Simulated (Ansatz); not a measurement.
**Lead, hcp under LDA: structure, energy and stiffness, part 1 of 2**

Aim: take lead in the hcp structure, relax it, solve it on a dense k-mesh, switch on spin-orbit coupling, then scale the cell to 7 volumes from 88 to 112 % of the relaxed one and try a fit of the equation of state. The k-meshes are 10×10×6 for the relaxation; 17×17×9 for the dense run; 11×11×6 for spin-orbit coupling; 12×12×7 for the volumes.

This is Pb in the hcp structure; at room conditions it is fcc.

Program: Ansatz 0.2.0. Level of theory: DFT LDA (PW92), plane waves (420 eV) with PAW, scalar-relativistic; PAW files made under PBE, frozen cores solved again for the functional. These are calculated values, not measurements.

## Step 1: The system as given

The structure is hexagonal, space group P6_3/mmc (No. 194). Conventional cell: a = 3.501 Å, b = 3.501 Å, c = 5.716 Å, α = 90.00°, β = 90.00°, γ = 120.00°. Pb (site symmetry -6m2) is surrounded by 12 Pb at 3.50 Å.

Structure file:

```
Pb
1.0
     3.50053    0.00000    0.00000
    -1.75026    3.03155    0.00000
     0.00000    0.00000    5.71636
Pb
2
Direct
  0.33333 0.66667 0.25000
  0.66667 0.33333 0.75000
```

## Step 2: Relaxation of the cell

input.yaml reads:

```yaml
crystal:
  lattice:
    - [3.5005272341, 0.0, 0.0]
    - [-1.7502636171, 3.0315455114, 0.0]
    - [0.0, 0.0, 5.7163609733]
  atoms:
    - { symbol: Pb, position: [0.3333333333, 0.6666666667, 0.25] }
    - { symbol: Pb, position: [0.6666666667, 0.3333333333, 0.75] }
hamiltonian:
  xc: lda
  pseudopotentials:
    kind: paw
    azcp:
      Pb: "pseudopotentials/Pb.paw.azcp"
basis:
  ecutwfc: 420
  fft_grid_basis: typed
kpoints:
  mp_grid: { grid: [10, 10, 6], shift: [0, 0, 0] }
magnetization:
  spin_polarized: false
scf:
  occupations: { method: fermi_dirac, width: 0.1 }
relax:
  max_steps: 60
  f_tol: 0.01
  cell: {}
output:
  write_density: true
  write_potential: true
  elf: true
  volumetric_format: npy
```

The log of the run, cut to the lines that bear on the results:

```text
Warning: <dir> the record states the generating functional pbe (its physics header spells it `PBE`), which answers neither for hamiltonian.xc's functional nor for the lda family's — results may be inconsistent (PPs are generated against a specific XC)
Warning: RAYON_NUM_THREADS=2 ignored (pool sized by the plan → 2); use --threads N
[...]
Pseudopotentials: kind: paw
Pseudopotential: Pb, paw, valence charge 14, recommended cutoff 420 eV (normal), <dir>
Functional definition: SPW92
[...]
Crystal: 2 atoms, lattice volume = 60.662 Å³
Basis set: ecut = 420 eV, 1165 PW (Γ)
Bands: 18, of which v1, the nominal top of the filled ones, is band 14 counted from 1 (13 counted from 0)
Symmetry: 24 space group operations
Space group: P63/mmc (ITA 194), of the structure as read, at distance tolerance 3.9e-5 Å
k-points: 56 of 600
[...]
SCF iter   1: F=—  HF=-23204.687249 eV  |F-HF|=—  |Δ(HF+E_count)|=         —  Δρ=4.59e-3  dr2=7.41e-3  ethr=1.77e-3  ⟨swp⟩=5.8  Hψ=4658  notcnv=0
[...]
relax step   1: F+E_penalty+E_count = -23204.68281673 eV  Δ(F+E_penalty+E_count) = +0.000e0 eV  max|allowed force component| = 2.313e-17 eV/Å  Δτ_max = 0.0000 Å  P = -2.257 GPa  Ω = 60.662 Å³  (7 SCF iters, dr2 threshold 1.00e-7 eV, accepted)
[...]
relax step   4: F+E_penalty+E_count = -23204.70517370 eV  Δ(F+E_penalty+E_count) = -1.458e-5 eV  max|allowed force component| = 6.476e-17 eV/Å  Δτ_max = 0.0000 Å  P = -0.003 GPa  Ω = 57.728 Å³  energy of the carried Pulay correction = +3.681e-4 eV  (4 SCF iters, dr2 threshold 7.24e-9 eV, accepted)
[...]
relax step   5: F+E_penalty+E_count = -23204.70483481 eV  Δ(F+E_penalty+E_count) = +3.389e-4 eV  max|allowed force component| = 1.619e-17 eV/Å  Δτ_max = 0.0000 Å  P = -0.007 GPa  Ω = 57.728 Å³  stress off target by 1.44e-2 GPa  SCF on the basis re-selected at this cell (its energy is not [...]
SCF converged after 5 iterations
Free energy (F): -23204.704835 eV
[...]
E sigma→0 (E₀):  -23204.683834 eV
Entropy (-TS):   -0.042001 eV (-21.000 meV/atom)
Fermi energy:    11.316643 eV
[...]
--- Forces (eV/Å), atoms counted from 1 ---
  atom   1  Pb     0.00000000    -0.00000000     0.00000000
  atom   2  Pb    -0.00000000     0.00000000     0.00000000
[...]
--- Stress (GPa, compression-positive) ---
       -0.014411      -0.000000       0.000000
       -0.000000      -0.014411       0.000000
        0.000000       0.000000       0.008881
  P = ⅓ Tr σ = -0.0066 GPa (-0.066 kbar)
--- Band table (eV; the first three rows and the last of 56) ---
  k-point 0: bands = ["-5.7270", "-5.6870", "-5.6539", "-5.6539", "-5.6294", "-5.6294", "-5.5679", "-5.5679", "-5.3783", "-5.3783", "-0.7969", "3.0468", "6.8883", "17.1802", "17.1802", "19.0492", "19.0492", "19.0935"]
[...]
--- Relaxed structure (4 steps of the walk, 4 accepted, 1 SCFs on fresh bases) ---
  F+E_penalty+E_count = -23204.70483481 eV   max|allowed force component| = 1.619e-17 eV/Å   (the final SCF, on the basis selected at the relaxed cell)
  cell:  # Å, volume = 57.7279 Å³
    - [3.4368265814659407, 2.8342176107117894e-11, 0.0]
    - [-1.7184132907575154, 2.976379127936962, 0.0]
    - [0.0, 0.0, 5.64338710768725]
  atoms:
    - { symbol: Pb, position: [0.3333333333333333, 0.6666666666666666, 0.25] }
    - { symbol: Pb, position: [0.6666666666666666, 0.3333333333333333, 0.7500000000000001] }
```

Run time: 7.6 s. Hardware: 2 threads of an Arm CPU, shared host; peak memory 0.35 GiB.

Step by step:

| step | energy change (meV/atom) | largest force (eV/Å) | pressure (GPa) | volume (Å³/atom) |
| --- | --- | --- | --- | --- |
| 1 | 0.00 | 0.0000 | -2.26 | 30.331 |
| 2 | -10.97 | 0.0000 | 0.36 | 28.666 |
| 3 | -11.17 | 0.0000 | -0.03 | 28.881 |
| 4 | -11.18 | 0.0000 | 0.00 | 28.864 |
| 5 | -11.01 | 0.0000 | -0.01 | 28.864 |

Steps that repeat a cell are solved on a basis chosen anew, so their changes of energy are no gain of the relaxation.

The cell of the run, before and after:

|  | before | after | change |
| --- | --- | --- | --- |
| a (Å) | 3.501 | 3.437 | -1.8 % |
| b (Å) | 3.501 | 3.437 | -1.8 % |
| c (Å) | 5.716 | 5.643 | -1.3 % |
| volume (Å³/atom) | 30.331 | 28.864 | -4.8 % |
| shortest distance (Å) | 3.501 | 3.437 | -1.8 % |
| space group (spins left aside) | P6_3/mmc | P6_3/mmc | same |

## Step 3: Single point on a dense mesh

input.yaml reads:

```yaml
crystal:
  lattice:
    - [3.4368265815, 0.0, 0.0]
    - [-1.7184132908, 2.9763791279, 0.0]
    - [0.0, 0.0, 5.6433871077]
  atoms:
    - { symbol: Pb, position: [0.3333333333, 0.6666666667, 0.25] }
    - { symbol: Pb, position: [0.6666666667, 0.3333333333, 0.75] }
hamiltonian:
  xc: lda
  pseudopotentials:
    kind: paw
    azcp:
      Pb: "pseudopotentials/Pb.paw.azcp"
basis:
  ecutwfc: 420
  fft_grid_basis: typed
kpoints:
  mp_grid: { grid: [17, 17, 9], shift: [0, 0, 0] }
magnetization:
  spin_polarized: false
scf:
  occupations: { method: fermi_dirac, width: 0.1 }
```

The log of the run, cut to the lines that bear on the results:

```text
Warning: <dir> the record states the generating functional pbe (its physics header spells it `PBE`), which answers neither for hamiltonian.xc's functional nor for the lda family's — results may be inconsistent (PPs are generated against a specific XC)
Warning: RAYON_NUM_THREADS=2 ignored (pool sized by the plan → 2); use --threads N
[...]
[... 3 set-up lines as earlier in the session ...]
[...]
Crystal: 2 atoms, lattice volume = 57.728 Å³
Basis set: ecut = 420 eV, 1099 PW (Γ)
Bands: 18, of which v1, the nominal top of the filled ones, is band 14 counted from 1 (13 counted from 0)
[... 2 set-up lines as earlier in the session ...]
k-points: 165 of 2601
[...]
SCF iter   1: F=—  HF=-23204.706071 eV  |F-HF|=—  |Δ(HF+E_count)|=         —  Δρ=4.92e-3  dr2=8.21e-3  ethr=1.77e-3  ⟨swp⟩=6.0  Hψ=14124  notcnv=0
[...]
SCF iter   7: F=-23204.701186 eV  HF=-23204.701186 eV  |F-HF|=4.47e-9  |Δ(HF+E_count)|=   3.32e-8  Δρ=2.90e-6  dr2=8.48e-9  ethr=3.57e-10  ⟨swp⟩=2.3  Hψ=4335  notcnv=0
[...]
SCF converged after 7 iterations
Free energy (F): -23204.701186 eV
[...]
E sigma→0 (E₀):  -23204.683282 eV
Entropy (-TS):   -0.035808 eV (-17.904 meV/atom)
Fermi energy:    11.318208 eV
[...]
```

Run time: 3.6 s. Hardware: 2 threads of an Arm CPU, shared host; peak memory 0.39 GiB.

## Step 4: With spin-orbit coupling

input.yaml: that of step 3 with these lines changed.

```diff
@@ -11,3 +11,3 @@
   pseudopotentials:
-    kind: paw
+    kind: paw_fr
     azcp:
@@ -18,5 +18,6 @@
 kpoints:
-  mp_grid: { grid: [17, 17, 9], shift: [0, 0, 0] }
+  mp_grid: { grid: [11, 11, 6], shift: [0, 0, 0] }
 magnetization:
-  spin_polarized: false
+  noncollinear: true
+  spin_orbit: true
 scf:
```

The log of the run, cut to the lines that bear on the results:

```text
Warning: <dir> the record states the generating functional pbe (its physics header spells it `PBE`), which answers neither for hamiltonian.xc's functional nor for the lda family's — results may be inconsistent (PPs are generated against a specific XC)
Warning: RAYON_NUM_THREADS=2 ignored (pool sized by the plan → 2); use --threads N
[...]
Pseudopotentials: kind: paw_fr
Pseudopotential: Pb, paw_fr, valence charge 14, recommended cutoff 420 eV (normal), <dir>
[... 1 set-up line as earlier in the session ...]
[...]
non-collinear run that drives no moment, with spin-orbit: no starting moment large enough to seed its density (crystal.atoms[].spin), no starting occupations that ask for one, no magnetisation constraint and no magnetic field, so the semilocal B_xc is pinned to zero
Crystal: 2 atoms, lattice volume = 57.728 Å³
Basis set: ecut = 420 eV, 1099 PW (Γ)
Bands: 36, of which v1, the nominal top of the filled ones, is band 28 counted from 1 (27 counted from 0)
Symmetry: 24 space group operations + 24 with time reversal
[...]
k-points: 64 of 726
Projection manifold: j_resolved (fully-relativistic pseudo-atomic orbitals)
[...]
SCF iter   1: F=—  HF=-23278.512916 eV  |F-HF|=—  |Δ(HF+E_count)|=         —  Δρ=9.98e-3  dr2=6.99e-2  dr2_m=0.00e0 (ungated)  ethr=3.10e-3  |M|=0.00e0 ∫|m|=0.00e0 μB  |m|>n=0.0e0 m-floor=0.0e0 τ_xc=0.0e0  β_m=0.30  ⟨swp⟩=10.0  Hψ=7027  notcnv=0
[...]
spin=Noncollinear: Kerker preconditioning applied to the charge; magnetization (m_x, m_y, m_z) channels mix plain (no charge-response kernel on spin).
[...]
SCF iter   7: F=-23278.480365 eV  HF=-23278.480365 eV  |F-HF|=2.71e-8  |Δ(HF+E_count)|=   3.77e-8  Δρ=7.31e-6  dr2=4.16e-8  dr2_m=0.00e0 (ungated)  ethr=3.57e-10  |M|=0.00e0 ∫|m|=0.00e0 μB  |m|>n=0.0e0 m-floor=0.0e0 τ_xc=0.0e0  ⟨swp⟩=2.8  Hψ=2414  notcnv=0
[...]
SCF converged after 7 iterations
Magnetization: |M| = 0.0000 μB,  M = (+0.0000, +0.0000, +0.0000) μB
Absolute magnetization: 0.0000 μB (∫|m|)
  site 0: m = (+0.0000, +0.0000, +0.0000) μB, |m| = 0.0000 μB  (R = 1.42 Å)
  site 1: m = (+0.0000, +0.0000, +0.0000) μB, |m| = 0.0000 μB  (R = 1.42 Å)
Free energy (F): -23278.480365 eV
[...]
E sigma→0 (E₀):  -23278.461988 eV
Entropy (-TS):   -0.036754 eV (-18.377 meV/atom)
Fermi energy:    11.189482 eV
[...]
```

Wall time 8.2 s (2 threads of an Arm CPU, shared host); peak memory 0.5 GiB.

With and without spin-orbit coupling:

|  | scalar-relativistic | with spin-orbit coupling |
| --- | --- | --- |
| k-mesh | 17×17×9 | 11×11×6 |
| gap on the mesh | none (levels filled in part) | none (levels filled in part) |

The meshes differ, so small differences between the columns need not come from spin-orbit coupling.

## Step 5: At 88 % of the relaxed volume

input.yaml reads:

```yaml
crystal:
  lattice:
    - [3.2934558255, 0.0, 0.0]
    - [-1.6467279128, 2.8522164111, 0.0]
    - [0.0, 0.0, 5.4079674098]
  atoms:
    - { symbol: Pb, position: [0.3333333333, 0.6666666667, 0.25] }
    - { symbol: Pb, position: [0.6666666667, 0.3333333333, 0.75] }
hamiltonian:
  xc: lda
  pseudopotentials:
    kind: paw
    azcp:
      Pb: "pseudopotentials/Pb.paw.azcp"
basis:
  ecutwfc: 420
  fft_grid_basis: typed
kpoints:
  mp_grid: { grid: [12, 12, 7], shift: [0, 0, 0] }
magnetization:
  spin_polarized: false
scf:
  occupations: { method: fermi_dirac, width: 0.1 }
  lower_state_search: "off"
output:
  stress: true
```

The log of the run, cut to the lines that bear on the results:

```text
Warning: <dir> the record states the generating functional pbe (its physics header spells it `PBE`), which answers neither for hamiltonian.xc's functional nor for the lda family's — results may be inconsistent (PPs are generated against a specific XC)
Warning: RAYON_NUM_THREADS=2 ignored (pool sized by the plan → 2); use --threads N
[...]
[... 3 set-up lines as earlier in the session ...]
[...]
Crystal: 2 atoms, lattice volume = 50.801 Å³
Basis set: ecut = 420 eV, 1003 PW (Γ)
Bands: 18, of which v1, the nominal top of the filled ones, is band 14 counted from 1 (13 counted from 0)
[... 1 set-up line as earlier in the session ...]
Space group: P63/mmc (ITA 194), of the structure as read, at distance tolerance 3.7e-5 Å
k-points: 76 of 1008
[...]
SCF iter   1: F=—  HF=-23204.514489 eV  |F-HF|=—  |Δ(HF+E_count)|=         —  Δρ=6.02e-3  dr2=1.04e-2  ethr=1.77e-3  ⟨swp⟩=6.0  Hψ=6836  notcnv=0
[...]
SCF iter   7: F=-23204.508843 eV  HF=-23204.508843 eV  |F-HF|=4.25e-9  |Δ(HF+E_count)|=   4.67e-8  Δρ=2.82e-6  dr2=6.46e-9  ethr=3.57e-10  ⟨swp⟩=4.5  Hψ=4244  notcnv=0
[...]
SCF converged after 7 iterations
Free energy (F): -23204.508843 eV
[...]
E sigma→0 (E₀):  -23204.489562 eV
Entropy (-TS):   -0.038562 eV (-19.281 meV/atom)
Fermi energy:    13.448733 eV
[...]
--- Stress (GPa, compression-positive) ---
        9.745338      -0.000000       0.000000
       -0.000000       9.745338       0.000000
        0.000000       0.000000       8.697174
  P = ⅓ Tr σ = 9.3959 GPa (93.959 kbar)
```

Run time: 1.7 s. Hardware: 2 threads of an Arm CPU, shared host; peak memory 0.33 GiB.

## Step 6: At 92 % of the relaxed volume

input.yaml: that of step 5 with these lines changed.

```diff
@@ -2,5 +2,5 @@
   lattice:
-    - [3.2934558255, 0.0, 0.0]
-    - [-1.6467279128, 2.8522164111, 0.0]
-    - [0.0, 0.0, 5.4079674098]
+    - [3.3426191308, 0.0, 0.0]
+    - [-1.6713095654, 2.8947930824, 0.0]
+    - [0.0, 0.0, 5.488695243]
   atoms:
```

The log of the run, cut to the lines that bear on the results:

```text
Warning: <dir> the record states the generating functional pbe (its physics header spells it `PBE`), which answers neither for hamiltonian.xc's functional nor for the lda family's — results may be inconsistent (PPs are generated against a specific XC)
Warning: RAYON_NUM_THREADS=2 ignored (pool sized by the plan → 2); use --threads N
[...]
[... 3 set-up lines as earlier in the session ...]
[...]
Crystal: 2 atoms, lattice volume = 53.110 Å³
Basis set: ecut = 420 eV, 1039 PW (Γ)
Bands: 18, of which v1, the nominal top of the filled ones, is band 14 counted from 1 (13 counted from 0)
[... 1 set-up line as earlier in the session ...]
Space group: P63/mmc (ITA 194), of the structure as read, at distance tolerance 3.8e-5 Å
k-points: 76 of 1008
[...]
SCF iter   1: F=—  HF=-23204.621222 eV  |F-HF|=—  |Δ(HF+E_count)|=         —  Δρ=5.68e-3  dr2=9.71e-3  ethr=1.77e-3  ⟨swp⟩=6.0  Hψ=6726  notcnv=0
[...]
SCF iter   7: F=-23204.615870 eV  HF=-23204.615870 eV  |F-HF|=2.92e-9  |Δ(HF+E_count)|=   4.08e-8  Δρ=2.72e-6  dr2=6.37e-9  ethr=3.57e-10  ⟨swp⟩=4.4  Hψ=4173  notcnv=0
[...]
SCF converged after 7 iterations
Free energy (F): -23204.615870 eV
[...]
E sigma→0 (E₀):  -23204.596283 eV
Entropy (-TS):   -0.039173 eV (-19.587 meV/atom)
Fermi energy:    12.664335 eV
[...]
--- Stress (GPa, compression-positive) ---
        5.765297      -0.000000       0.000000
        0.000000       5.765297      -0.000000
        0.000000      -0.000000       5.289554
  P = ⅓ Tr σ = 5.6067 GPa (56.067 kbar)
```

Run time: 1.8 s. Hardware: 2 threads of an Arm CPU, shared host; peak memory 0.33 GiB.

## Step 7: At 96 % of the relaxed volume

input.yaml: that of step 6 with these lines changed.

```diff
@@ -2,5 +2,5 @@
   lattice:
-    - [3.3426191308, 0.0, 0.0]
-    - [-1.6713095654, 2.8947930824, 0.0]
-    - [0.0, 0.0, 5.488695243]
+    - [3.390377285, 0.0, 0.0]
+    - [-1.6951886425, 2.9361528572, 0.0]
+    - [0.0, 0.0, 5.56711577]
   atoms:
```

The log of the run, cut to the lines that bear on the results:

```text
Warning: <dir> the record states the generating functional pbe (its physics header spells it `PBE`), which answers neither for hamiltonian.xc's functional nor for the lda family's — results may be inconsistent (PPs are generated against a specific XC)
Warning: RAYON_NUM_THREADS=2 ignored (pool sized by the plan → 2); use --threads N
[...]
[... 3 set-up lines as earlier in the session ...]
[...]
Crystal: 2 atoms, lattice volume = 55.419 Å³
Basis set: ecut = 420 eV, 1099 PW (Γ)
Bands: 18, of which v1, the nominal top of the filled ones, is band 14 counted from 1 (13 counted from 0)
[... 2 set-up lines as earlier in the session ...]
k-points: 76 of 1008
[...]
SCF iter   1: F=—  HF=-23204.679249 eV  |F-HF|=—  |Δ(HF+E_count)|=         —  Δρ=5.36e-3  dr2=9.06e-3  ethr=1.77e-3  ⟨swp⟩=6.1  Hψ=6638  notcnv=0
[...]
SCF iter   7: F=-23204.674291 eV  HF=-23204.674291 eV  |F-HF|=2.40e-9  |Δ(HF+E_count)|=   3.68e-8  Δρ=2.67e-6  dr2=6.43e-9  ethr=3.57e-10  ⟨swp⟩=4.2  Hψ=4159  notcnv=0
[...]
SCF converged after 7 iterations
Free energy (F): -23204.674291 eV
[...]
E sigma→0 (E₀):  -23204.654432 eV
Entropy (-TS):   -0.039718 eV (-19.859 meV/atom)
Fermi energy:    11.947620 eV
[...]
--- Stress (GPa, compression-positive) ---
        2.606455      -0.000000       0.000000
       -0.000000       2.606455      -0.000000
        0.000000      -0.000000       2.638024
  P = ⅓ Tr σ = 2.6170 GPa (26.170 kbar)
```

Run time: 1.8 s. Hardware: 2 threads of an Arm CPU, shared host; peak memory 0.33 GiB.

## Step 8: At 100 % of the relaxed volume

input.yaml: that of step 7 with these lines changed.

```diff
@@ -2,5 +2,5 @@
   lattice:
-    - [3.390377285, 0.0, 0.0]
-    - [-1.6951886425, 2.9361528572, 0.0]
-    - [0.0, 0.0, 5.56711577]
+    - [3.4368265815, 0.0, 0.0]
+    - [-1.7184132908, 2.9763791279, 0.0]
+    - [0.0, 0.0, 5.6433871077]
   atoms:
```

The log of the run, cut to the lines that bear on the results:

```text
Warning: <dir> the record states the generating functional pbe (its physics header spells it `PBE`), which answers neither for hamiltonian.xc's functional nor for the lda family's — results may be inconsistent (PPs are generated against a specific XC)
Warning: RAYON_NUM_THREADS=2 ignored (pool sized by the plan → 2); use --threads N
[...]
[... 3 set-up lines as earlier in the session ...]
[...]
Crystal: 2 atoms, lattice volume = 57.728 Å³
Basis set: ecut = 420 eV, 1099 PW (Γ)
Bands: 18, of which v1, the nominal top of the filled ones, is band 14 counted from 1 (13 counted from 0)
[... 2 set-up lines as earlier in the session ...]
k-points: 76 of 1008
[...]
SCF iter   1: F=—  HF=-23204.699023 eV  |F-HF|=—  |Δ(HF+E_count)|=         —  Δρ=5.06e-3  dr2=8.44e-3  ethr=1.77e-3  ⟨swp⟩=5.9  Hψ=6507  notcnv=0
[...]
SCF iter   7: F=-23204.694300 eV  HF=-23204.694300 eV  |F-HF|=2.37e-9  |Δ(HF+E_count)|=   3.27e-8  Δρ=2.51e-6  dr2=6.21e-9  ethr=3.57e-10  ⟨swp⟩=4.2  Hψ=4158  notcnv=0
[...]
SCF converged after 7 iterations
Free energy (F): -23204.694300 eV
[...]
E sigma→0 (E₀):  -23204.674228 eV
Entropy (-TS):   -0.040145 eV (-20.072 meV/atom)
Fermi energy:    11.290538 eV
[...]
--- Stress (GPa, compression-positive) ---
        0.103266       0.000000       0.000000
        0.000000       0.103266       0.000000
        0.000000       0.000000       0.545297
  P = ⅓ Tr σ = 0.2506 GPa (2.506 kbar)
```

Run time: 1.8 s. Hardware: 2 threads of an Arm CPU, shared host; peak memory 0.34 GiB.

(Continued in part 2 of 2.)
